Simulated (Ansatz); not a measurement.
# Nuclear-site quantities of KCl as the cell is scaled

```yaml
crystal:
  lattice:
    - [3.63400, 0.00000, 0.00000]
    - [0.00000, 3.63400, 0.00000]
    - [0.00000, 0.00000, 3.63400]
  atoms:
    - { symbol: K, position: [0.00000, 0.00000, 0.00000] }
    - { symbol: Cl, position: [0.50000, 0.50000, 0.50000] }
```

Atom numbers follow the list: K1, Cl2.

The cell is COD entry 1000050, as deposited and not checked against the literature; nothing was relaxed.

Level of theory: Ansatz 0.2.0, DFT, PBEsol, all-electron PAW with datasets made for the crystal, scalar-relativistic.

Numerical set-up: a Γ-centred 7×7×7 k mesh, Fermi–Dirac smearing of 0.01 eV, cutoff 260 eV (chosen by the program for this cell), no spin polarisation.

The contact density is the mean electron density over the nuclear volume; its changes follow the s electrons' response to bonding and compression. Changes below are taken from the unscaled cell, where it is 34705.9 e/Å³ at K1, 24040.7 e/Å³ at Cl2.

Volumes at which the program chose other datasets or cutoffs are left out.

The datasets are made afresh for each cell, so very small changes are uncertain.

Q: Does compression raise or lower the contact density at K1?

A: It raises it, by 0.41 e/Å³ over the whole range.

Q: Tabulate the changes with volume.

A: 
| V/V(cell) | P (GPa) | Δρ(0) K1 (e/Å³) | Δρ(0) Cl2 (e/Å³) |
| --- | --- | --- | --- |
| 0.9400 | 4.6 | 0.27 | -0.13 |
| 0.9600 | 3.7 | 0.17 | -0.09 |
| 0.9800 | 3.0 | 0.08 | -0.05 |
| 0.9900 | 2.6 | 0.04 | -0.02 |
| 1.0000 | 2.3 | 0.00 | 0.00 |
| 1.0100 | 2.0 | -0.04 | 0.02 |
| 1.0200 | 1.7 | -0.07 | 0.05 |
| 1.0400 | 1.1 | -0.14 | 0.10 |
